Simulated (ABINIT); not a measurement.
# Li (Im-3m) in ABINIT: single point with PBEsol

Aim: the single point of Li with PBEsol.

Everything below comes from runs of ABINIT 10.8.3 (patched build). Logs are shortened: lines on timing, memory, paths and dates and some standing lists are left out, and cuts for length are marked. The log counts tension as positive stress, the text compression.

## (1) Starting point

It takes space group Im-3m (No. 229, cubic). The conventional cell has a = 3.509 Å, b = 3.509 Å, c = 3.509 Å, α = 90.00°, β = 90.00°, γ = 90.00°. Around Li (site symmetry m-3m) lie 8 Li at 3.04 Å.

## (2) Single point, PBEsol

run.abi reads:

```
# Pseudopotentials
pp_dirpath "./"
pseudos "Li.upf"

# Structure
acell 3*1.0 Angstrom
rprim
    -1.7546500000     1.7546500000     1.7546500000
     1.7546500000    -1.7546500000     1.7546500000
     1.7546500000     1.7546500000    -1.7546500000
ntypat 1
znucl 3
natom 1
typat 1
xred
     0.0000000000     0.0000000000     0.0000000000

# Plane-wave basis
ecut 33.0

# k points
kptopt 1
ngkpt 8 8 8
nshiftk 1
shiftk 0.0 0.0 0.0

# Exchange and correlation
ixc -116133

# Bands and occupations
nband 6
occopt 3
tsmear 0.00183747

# SCF cycle
nstep 100
tolvrs 1.0e-10

# Output
iomode 3
prtwf 0
prtden 0
prteig 0
prtebands 0
enunit 1
```

Potentials or basis: PseudoDojo NC SR PBEsol v0.4.1 standard.

Command:

```
> abinit run.abi > log 2>&1
```

run.abo:

```text
.Version 10.8.3 of ABINIT
 Symmetries : space group Im -3 m (#229); Bravais cI (body-center cubic)
================================================================================
 Values of the parameters that define the memory need of the present run
     intxc =       0    ionmov =       0      iscf =       7    lmnmax =       4
     lnmax =       4     mgfft =      30  mpssoang =       2    mqgrid =    3001
     natom =       1  nloc_mem =       1    nspden =       1   nspinor =       1
    nsppol =       1      nsym =      48    n1xccc =       0    ntypat =       1
    occopt =       3   xclevel =       2
       mpw =        1337          nfft =       27000          nkpt =          29
================================================================================
================================================================================

--------------------------------------------------------------------------------
------------- Echo of variables that govern the present computation ------------
--------------------------------------------------------------------------------
 -outvars: echo values of preprocessed input variables --------
            acell      1.8897261259E+00  1.8897261259E+00  1.8897261259E+00 Bohr
              amu      6.94100000E+00
             ecut      3.30000000E+01 Hartree
           enunit           1
              ixc     -116133
         kptrlatt        8    0    0      0    8    0      0    0    8
          kptrlen      4.59451827E+01
            natom           1
            nband           6
            ngfft          30      30      30
             nkpt          29
            nstep         100
             nsym          48
           ntypat           1
           occopt           3
           prtden           0
        prtebands           0
           prteig           0
            prtwf           0
            rprim     -1.7546500000E+00  1.7546500000E+00  1.7546500000E+00
                       1.7546500000E+00 -1.7546500000E+00  1.7546500000E+00
                       1.7546500000E+00  1.7546500000E+00 -1.7546500000E+00
          spgroup         229
           tolvrs      1.00000000E-10
           tsmear      1.83747000E-03 Hartree
            typat      1
            znucl        3.00000

================================================================================

 chkinp: Checking input parameters for consistency.

================================================================================
== DATASET  1 ==================================================================

--- !DatasetInfo
iteration_state: {dtset: 1, }
dimensions: {natom: 1, nkpt: 29, mband: 6, nsppol: 1, nspinor: 1, nspden: 1, mpw: 1337, }
cutoff_energies: {ecut:  33.0, pawecutdg:  -1.0, }
electrons: {nelect:   3.00000000E+00, charge:   0.00000000E+00, occopt:   3.00000000E+00, tsmear:   1.83747000E-03, }
meta: {optdriver: 0, ionmov: 0, optcell: 0, iscf: 7, paral_kgb: 0, }
...

 Real(R)+Recip(G) space primitive vectors, cartesian coordinates (Bohr,Bohr^-1):
 R(1)= -3.3158079  3.3158079  3.3158079  G(1)=  0.0000000  0.1507928  0.1507928
 R(2)=  3.3158079 -3.3158079  3.3158079  G(2)=  0.1507928  0.0000000  0.1507928
 R(3)=  3.3158079  3.3158079 -3.3158079  G(3)=  0.1507928  0.1507928  0.0000000
 Unit cell volume ucvol=  1.4582369E+02 bohr^3
 Angles (23,13,12)=  1.09471221E+02  1.09471221E+02  1.09471221E+02 degrees

 getcut: wavevector=  0.0000  0.0000  0.0000  ngfft=  30  30  30
         ecut(hartree)=     33.000   => boxcut(ratio)=   2.01999

--- Pseudopotential description ------------------------------------------------
- pspini: atom type   1  psp file is ./Li.upf
12 -116133 1 -1 1944                          pspcod,pspxc,lmax,lloc,mmax
     nproj     2     2

   7.82625155E+00                                ecore*ucvol(ha*bohr**3)
--------------------------------------------------------------------------------

================================================================================

--- !BeginCycle
iteration_state: {dtset: 1, }
solver: {iscf: 7, nstep: 100, nline: 4, wfoptalg: 0, }
tolerances: {tolvrs: 1.00E-10, }
...

     iter   Etot(hartree)      deltaE(h)  residm     vres2
 ETOT  1  -7.1518938057261    -7.152E+00 1.521E-02 1.760E-01
 ETOT  2  -7.1537685167762    -1.875E-03 5.106E-04 2.068E-03
 ETOT  3  -7.1537687102527    -1.935E-07 2.093E-04 8.306E-05
 ETOT  4  -7.1537687144501    -4.197E-09 9.600E-05 2.732E-06
 ETOT  5  -7.1537687145168    -6.665E-11 2.574E-05 1.868E-07
 ETOT  6  -7.1537687145230    -6.210E-12 9.576E-06 8.065E-10
 ETOT  7  -7.1537687145225     4.992E-13 2.729E-06 2.491E-12

 At SCF step    7       vres2   =  2.49E-12 < tolvrs=  1.00E-10 =>converged.

 Cartesian components of stress tensor (hartree/bohr^3)
  sigma(1 1)=  3.57089541E-05  sigma(3 2)=  0.00000000E+00
  sigma(2 2)=  3.57089541E-05  sigma(3 1)=  0.00000000E+00
  sigma(3 3)=  3.57089541E-05  sigma(2 1)=  0.00000000E+00

--- !ResultsGS
iteration_state: {dtset: 1, }
comment   : Summary of ground state results
lattice_vectors:
- [ -3.3158079,   3.3158079,   3.3158079, ]
- [  3.3158079,  -3.3158079,   3.3158079, ]
- [  3.3158079,   3.3158079,  -3.3158079, ]
lattice_lengths: [   5.74315,    5.74315,    5.74315, ]
lattice_angles: [109.471, 109.471, 109.471, ] # degrees, (23, 13, 12)
lattice_volume:   1.4582369E+02
convergence: {deltae:  4.992E-13, res2:  2.491E-12, residm:  2.729E-06, diffor: null, }
etotal    :  -7.15376871E+00
entropy   :   0.00000000E+00
fermie    :   1.13337338E-02
cartesian_stress_tensor: # hartree/bohr^3
- [  3.57089541E-05,   0.00000000E+00,   0.00000000E+00, ]
- [  0.00000000E+00,   3.57089541E-05,   0.00000000E+00, ]
- [  0.00000000E+00,   0.00000000E+00,   3.57089541E-05, ]
pressure_GPa:  -1.0506E+00
xred      :
- [  0.0000E+00,   0.0000E+00,   0.0000E+00, Li]
cartesian_forces: # hartree/bohr
- [ -0.00000000E+00,  -0.00000000E+00,  -0.00000000E+00, ]
force_length_stats: {min:   0.00000000E+00, max:   0.00000000E+00, mean:   0.00000000E+00, }
...

 Integrated electronic density in atomic spheres:
 ------------------------------------------------
 Atom  Sphere_radius  Integrated_density
    1        2.00000          2.17038060
================================================================================

 ----iterations are completed or convergence reached----

 Mean square residual over all n,k,spin=   42.607E-09; max=  27.288E-07
 reduced coordinates (array xred) for    1 atoms
       0.000000000000      0.000000000000      0.000000000000
 rms dE/dt=  0.0000E+00; max dE/dt=  0.0000E+00; dE/dt below (all hartree)
    1       0.000000000000      0.000000000000      0.000000000000

 cartesian coordinates (angstrom) at end:
    1      0.00000000000000     0.00000000000000     0.00000000000000

 cartesian forces (hartree/bohr) at end:
    1     -0.00000000000000    -0.00000000000000    -0.00000000000000
 frms,max,avg= 0.0000000E+00 0.0000000E+00   0.000E+00  0.000E+00  0.000E+00 h/b

 cartesian forces (eV/Angstrom) at end:
    1     -0.00000000000000    -0.00000000000000    -0.00000000000000
 frms,max,avg= 0.0000000E+00 0.0000000E+00   0.000E+00  0.000E+00  0.000E+00 e/A
 length scales=  1.889726125908  1.889726125908  1.889726125908 bohr
              =  1.000000000000  1.000000000000  1.000000000000 angstroms
 Fermi (or HOMO) energy (eV) =   0.30841   Average Vxc (eV)=  -6.80266
 Eigenvalues (   eV  ) for nkpt=  29  k points:
 kpt#   1, nband=  6, wtk=  0.00195, kpt=  0.0000  0.0000  0.0000 (reduced coord)
 -45.79906   -3.21066   14.29860   14.29860   14.29860   18.85053
 prteigrs : prtvol=0 or 1, do not print more k-points.

--- !EnergyTerms
iteration_state     : {dtset: 1, }
comment             : Components of total free energy in Hartree
kinetic             :  5.18189550372834E+00
hartree             :  1.81054025302246E+00
xc                  : -1.61566690509706E+00
Ewald energy        : -2.46946608268977E+00
psp_core            :  5.36692723770857E-02
local_psp           : -5.58705242125375E+00
non_local_psp       : -4.52741026612891E+00
internal            : -7.15349064604160E+00
'-kT*entropy'       : -2.78068480887909E-04
total_energy        : -7.15376871452249E+00
total_energy_eV     : -1.94663963605286E+02
band_energy         : -3.40444382348592E+00
...

 Cartesian components of stress tensor (hartree/bohr^3)
  sigma(1 1)=  3.57089541E-05  sigma(3 2)=  0.00000000E+00
  sigma(2 2)=  3.57089541E-05  sigma(3 1)=  0.00000000E+00
  sigma(3 3)=  3.57089541E-05  sigma(2 1)=  0.00000000E+00

-Cartesian components of stress tensor (GPa)         [Pressure= -1.0506E+00 GPa]
- sigma(1 1)=  1.05059370E+00  sigma(3 2)=  0.00000000E+00
- sigma(2 2)=  1.05059370E+00  sigma(3 1)=  0.00000000E+00
- sigma(3 3)=  1.05059370E+00  sigma(2 1)=  0.00000000E+00

== END DATASET(S) ==============================================================
================================================================================

 -outvars: echo values of variables after computation  --------
            acell      1.8897261259E+00  1.8897261259E+00  1.8897261259E+00 Bohr
           etotal     -7.1537687145E+00
            fcart     -0.0000000000E+00 -0.0000000000E+00 -0.0000000000E+00
            rprim     -1.7546500000E+00  1.7546500000E+00  1.7546500000E+00
                       1.7546500000E+00 -1.7546500000E+00  1.7546500000E+00
                       1.7546500000E+00  1.7546500000E+00 -1.7546500000E+00
           strten      3.5708954150E-05  3.5708954150E-05  3.5708954150E-05
                       0.0000000000E+00  0.0000000000E+00  0.0000000000E+00
 Calculation completed.
```

It took 3.5 s on 1 thread of Arm Neoverse V2, shared host; peak memory 0.06 GiB.

What came out:

| Property | Result |
| --- | --- |
| Free energy | -194.6640 eV |
| Pressure | -1.1 GPa |
| Band gap on the k mesh | none (metal or under the smearing width) |
| Valence electrons inside the program's atomic spheres | Li 2.17 (radii [1.0584] Å) |
